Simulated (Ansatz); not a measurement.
# From spin parameters to the magnetic ion

A crystal has the composition MO, where M is a 3d element. A calculation (PBE+U, spin-orbit coupling in second variation, Ansatz) gives:

```
S                                : 5/2
g, averaged over the cell's ions : 2.0019 (mean; the three values lie within 0.0002)
D, with anisotropic exchange     : +570 MHz
moment in its sphere             : 3.95 μB
```

Q: Name the magnetic ion and its oxidation state.

The crystal is MnO, space group P6_3mc. The spin sits on Mn, with 4 O at 1.96 to 2.08 Å round it. With the usual charges of the other elements M must be +2. The high-spin ion of that charge with S = 5/2 in this row is Mn²⁺ high-spin d⁵. Low-spin ions are left aside. The shift from the free-electron value is small, as for a half-filled shell without orbital momentum.

[Logs are printed without paths, hosts, clocks, repeated set-up lines and the standing remarks that a program may print on its own settings, such as how far it seeks lower states.]

[Hosts, paths, dates, database ids (printed as entryN), source tags and the programs' standing remarks are cut or masked in the printed files.]
